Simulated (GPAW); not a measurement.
# WS2 in GPAW: single point with PBEsol

Aim: the single point of WS2 with PBEsol.

All numbers are computed with GPAW 26.7.0; they aren't measurements. Logs are shortened: lines on timing, memory, paths and dates and some standing lists are left out, and cuts for length are marked. The log counts tension as positive stress, the text compression.

### Step 1. The undisturbed slab

The cell holds a slab with vacuum, 3 atoms: a = 3.184 Å, b = 3.184 Å, c = 16.951 Å, α = 90.00°, β = 90.00°, γ = 120.00°.

### Step 2. Single point, PBEsol (atoms moved at random, drawn with an rms of 0.05 Å)

Contents of run.py:

```python
from ase import Atoms
from ase.dft.bandgap import bandgap
from ase.io import write
from ase.units import GPa
from gpaw import GPAW, PW, setup_paths

setup_paths.insert(0, '.')

atoms = Atoms(['W', 'S', 'S'],
              cell=[[3.1835163552, 0.0, 0.0],
                    [-1.5917581776, 2.7570060369, 0.0],
                    [0.0, 0.0, 16.95057789]],
              scaled_positions=[[-0.002252, 0.000959, -0.002354],
                                [0.339847, 0.659467, 0.092874],
                                [0.331534, 0.658482, 0.908785]],
              pbc=True)

calc = GPAW(mode=PW(600),
            xc='PBEsol',
            kpts={'size': (10, 10, 2), 'gamma': True},
            occupations={'name': 'fermi-dirac', 'width': 0.05},
            nbands=25,
            convergence={'density': 1e-05, 'energy': 1e-05},
            maxiter=150,
            txt='gpaw.txt')
atoms.calc = calc
energy = atoms.get_potential_energy()
forces = atoms.get_forces()
stress = atoms.get_stress()
calc.write('gs.gpw')
write('result.traj', atoms)
print(f'Energy: {energy:.6f} eV')
print('Forces (eV/A):')
print(forces.round(4))
print('Stress (GPa):', (stress / GPa).round(3))
print('Fermi level:', round(calc.get_fermi_level(), 4), 'eV')
print(f'Gap: {bandgap(calc)[0]:.4f} eV, direct: {bandgap(calc, direct=True)[0]:.4f} eV')
```

Potentials or basis: PAW data sets generated in the run's folder for this functional, pw.

Launch:

```console
> gpaw-setup -f PBEsol S W
> OMP_NUM_THREADS=1 python run.py
```

gpaw.txt:

```text
__  _  _
 | _ |_)|_||  |
 |__||  | ||/\| - 26.7.0

Input parameters:
  mode=PW(ecut=600.0),
  convergence={'density': 1e-05, 'energy': 1e-05},
  kpts=MonkhorstPack(size=(10, 10, 2), gamma=True),
  maxiter=150,
  nbands=25,
  occupations=Occupations(name='fermi-dirac', width=0.05),
  xc=XC(name='PBEsol')

Diagonalizing LCAO Hamiltonian
Converting LCAO to pw mode

         S

         S

       W

Atoms  # Å, Bohr magnetons
|   | symbol |         x |        y |         z |    initial magnetic moments |
|---|--------|-----------|----------|-----------|-----------------------------|
| 0 |      W | -0.008696 | 0.002644 | -0.039902 | ( 0.0000,  0.0000,  0.0000) |
| 1 |      S |  0.032196 | 1.818155 |  1.574268 | ( 0.0000,  0.0000,  0.0000) |
| 2 |      S |  0.007300 | 1.815439 | 15.404431 | ( 0.0000,  0.0000,  0.0000) |

Unit cell  # Å
| periodic |         x |        y |         z |   lengths |     angles |
|----------|-----------|----------|-----------|-----------|------------|
|      yes |  3.183516 | 0.000000 |  0.000000 |  3.183516 |  90.000000 |
|      yes | -1.591758 | 2.757006 |  0.000000 |  3.183516 |  90.000000 |
|      yes |  0.000000 | 0.000000 | 16.950578 | 16.950578 | 120.000000 |

Number of symmetries: 1
Symmetry operations  # r_c * U_cc + t_c -> r_c
|   | kind |            matrix            |
|---|------|------------------------------|
| 0 |  E   |  1, 0, 0,  0, 1, 0,  0, 0, 1 |

BZ-sampling:
  Number of BZ points: 200
  Number of IBZ points: 104

  Monkhorst-Pack size: [10, 10, 2]
  Monkhorst-Pack shift: [0.05, 0.05, 0.25]

K-points  # in reciprocal-cell coordinates
|     |                                coordinates |     weight |
|-----|--------------------------------------------|------------|
|   0 | (  0.00000000,   0.00000000,   0.00000000) | 0.00500000 |
|   1 | (  0.00000000,   0.00000000,   0.50000000) | 0.00500000 |
|   2 | (  0.00000000,   0.10000000,   0.00000000) | 0.01000000 |
|   3 | (  0.00000000,   0.10000000,   0.50000000) | 0.01000000 |
|   4 | (  0.00000000,   0.20000000,   0.00000000) | 0.01000000 |
|   5 | (  0.00000000,   0.20000000,   0.50000000) | 0.01000000 |
|   6 | (  0.00000000,   0.30000000,   0.00000000) | 0.01000000 |
|   7 | (  0.00000000,   0.30000000,   0.50000000) | 0.01000000 |
|   8 | (  0.00000000,   0.40000000,   0.00000000) | 0.01000000 |
|   9 | (  0.00000000,   0.40000000,   0.50000000) | 0.01000000 |
| ... |                                            |            |
| 103 | (  0.50000000,   0.50000000,   0.50000000) | 0.00500000 |

Plane wave coefficients: 5005
Cutoff: 600.0 eV

Spin-components: 1 (collinear spins)
Bands:           25
Projectors:      16
Spin-degeneracy: 2
Datatype:        complex128

Parallelization:
  kpt:    1
  domain: 1
  band:   1

Density:
  Valence electrons: 26.0
  Components: 1
  Grid points: [18 18 96]
  Charge: 0.0  # |e|

Potential:
  Grid points: [18 18 96]

species:
  W:
    name:    Tungsten
    Z:       74.0
    valence: 14
    core:    60
    charge:  0.0  # [|e|]
    compensation charges:
      type: gauss
      rc: 0.40  # [Å]
      lmax: 2
    cutoffs:
      filter: 2.36  # [Å]
      core: 3.02  # [Å]
    projectors
    | kind |    occ | energy [eV] | rcut [Å] |
    |------|--------|-------------|----------|
    |   5s |  2.000 |     -78.864 |    1.344 |
    |   6s |  2.000 |      -5.730 |    1.344 |
    |   5p |  6.000 |     -43.252 |    1.355 |
    |   6p |  0.000 |      -1.338 |    1.355 |
    |   5d |  4.000 |      -4.526 |    1.228 |
    |    d |        |      22.686 |    1.228 |

    Using partial waves for W as LCAO basis

  S:
    name:    Sulfur
    Z:       16.0
    valence: 6
    core:    10
    charge:  0.0  # [|e|]
    compensation charges:
      type: gauss
      rc: 0.24  # [Å]
      lmax: 2
    cutoffs:
      filter: 1.77  # [Å]
      core: 1.66  # [Å]
    projectors
    | kind |    occ | energy [eV] | rcut [Å] |
    |------|--------|-------------|----------|
    |   3s |  2.000 |     -17.192 |    0.974 |
    |   3p |  4.000 |      -6.978 |    0.979 |
    |    s |        |      10.020 |    0.974 |
    |    p |        |      20.234 |    0.979 |
    |    d |        |       0.000 |    0.900 |

    Using partial waves for S as LCAO basis

Reference energy: -460323.169833  # eV

eigensolver:
  PPCG
  Converge bands: occupied
  niter=2

density mixing:
  MSR1-Mixer
  Pratt-step length: 0.05
  Maximum mixing coefficient: 0.75
  Old densities: 10
  SVD Regularization: 0.005
  Good broyden scale: 1.0
  Trust region scale: 1.0
  Backstep threshold: 4.0
  History deletion threshold: 6.0
  Fourier metric: weight=20.0, sigma=0.015

occupation numbers:
  Fermi-Dirac:
    width: 0.0500  # eV

poisson solver:
  ecut: 4800.0  # eV

xc functional:
  name: PBEsol with 2 nearest neighbor stencil

convergence criteria:
- Maximum integral of absolute [dens]ity change: 1e-05 electrons / valence electron
- Maximum [total energy] change in last 3 cyles: 1e-05 eV / valence electron
- Maximum integral of absolute [eigenst]ate change: 4e-08 eV^2 / valence electron
maximum number of iterations: 150

SCF iterations
|iter     | |      energy | eigst |  dens |
|---------|-|-------------|-------|-------|
|iter:   1| |  -24.110184 | +0.21 |       |
|iter:   2| |  -24.066546 | -1.50 | -1.18 |
|iter:   3| |  -23.825346 | -1.55 | -1.22 |
|iter:   4| |  -23.802819 | -2.00 | -1.58 |
|iter:   5| |  -23.770211 | -2.72 | -1.72 |
|iter:   6| |  -23.777413 | -3.11 | -2.07 |
|iter:   7| |  -23.762279 | -3.46 | -2.11 |
|iter:   8| |  -23.762290 | -4.87 | -3.07 |
|iter:   9| |  -23.762292c| -5.62 | -3.57 |
|iter:  10| |  -23.762292c| -6.30 | -4.38 |
|iter:  11| |  -23.762292c| -6.78 | -5.16c|
|iter:  12| |  -23.762292c| -7.29 | -5.65c|
|iter:  13| |  -23.762292c| -7.64c| -6.20c|

Converged in 13 steps
Energy contributions relative to reference atoms: (reference = -460323.169833)

Energy contributions:
  Kinetic:          12.510890
  Coulomb:         -15.098555
  Zero:              0.149081
  External:          0.000000
  Xc:              -21.323708
  Entropy:          -0.000000
  Spinorbit:         0.000000
  ----------------------------
  Free energy:     -23.762292
  Extrapolated:    -23.762292

dipole moment: (14.342647, -8.373124, 60.533803)  # |e|*Ang

Fermi level: 0.158
Eigenvalues  # (at kpt = [0.000, 0.000, 0.000])
| band index |      eig [eV] | occ [0-2] |
|------------|---------------|-----------|
|          0 |       -74.578 |     2.000 |
|        ... |               |           |
|          5 |       -13.889 |     2.000 |
|          6 |        -7.158 |     2.000 |
|          7 |        -3.797 |     2.000 |
|          8 |        -3.725 |     2.000 |
|          9 |        -2.905 |     2.000 |
|         10 |        -2.574 |     2.000 |
[... 8 lines left out ...]
|         19 |         4.816 |     0.000 |
|         20 |         5.975 |     0.000 |
|        ... |               |           |
|         24 |         9.569 |     0.000 |

Gap: 1.905 eV
Transition (v -> c):
  (s=0, k=1, n=12, [0.00, 0.00, 0.50]) -> (s=0, k=67, n=13, [0.30, 0.30, 0.50])
Direct/indirect transitions are different
Direct gap: 2.122 eV
Transition at: (s=0, k=66, n=12, [0.30, 0.30, 0.00])

Forces  # eV/Ang
|        x |        y |        z |
|----------|----------|----------|
|  0.56789 | -0.50872 |  1.72320 |  # W    0
| -0.36890 |  0.20461 | -0.92868 |  # S    1
| -0.19899 |  0.30411 | -0.79453 |  # S    2

Stress tensor  # eV/Ang^3
|         x |         y |        z |
|-----------|-----------|----------|
|  0.009363 | -0.001106 | 0.001988 |
| -0.001106 |  0.007083 | 0.000859 |
|  0.001988 |  0.000859 | 0.002219 |

# Writing to gs.gpw (mode='')
```

Run time: 3.9 min. Hardware: 1 thread of Intel Xeon Platinum 8375C at 2.90GHz (Ice Lake), shared host; peak memory 0.49 GiB.

Results:

```
Free energy            : -23.7623 eV
Largest force          : 1.884 eV/Å
Band gap on the k mesh : 1.91 eV, indirect (least direct gap 2.12 eV)
```

Forces in eV/Å, atoms in the order of the input:
```
W    0.568 -0.509  1.723
S   -0.369  0.205 -0.929
S   -0.199  0.304 -0.795
```

Stress tensor (GPa, compression positive):
```
-1.50  0.18 -0.32
 0.18 -1.13 -0.14
-0.32 -0.14 -0.36
```

Caveat: spin-orbit coupling is left out, which moves the levels of the heavy elements.
